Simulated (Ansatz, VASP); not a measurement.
One calculation of Br, two programs

```
CELL_PARAMETERS angstrom
0.00000 3.04234 3.04234
3.04234 0.00000 3.04234
3.04234 3.04234 0.00000
ATOMIC_POSITIONS crystal
Br 0.87500 0.87500 0.87500
Br 0.12500 0.12500 0.12500
```

Change from the starting cell: volume scaled by 0.7, LAPW.

Alike in both runs: task single point; functional PBEsol; k mesh 11 × 11 × 11; occupations fermi-dirac, width 0.1 eV; no spin polarisation.

```csv
,VASP,Ansatz
version,VASP 6.6.1,Ansatz 0.2.0
potentials or method,"VASP PAW PBE potentials, release 64 (Br), cutoff 520 eV","all-electron LAPW, scalar-relativistic"
```

|  | VASP | Ansatz | Ansatz less VASP |
| --- | --- | --- | --- |
| pressure (GPa) | 15.0 | 14.9 | -0.05 |

Ansatz ran all-electron here, so the differences hold the error of VASP's frozen core and of both bases.

Caveats: the PAW data sets were made with another functional, which shifts forces and pressure a little (VASP).
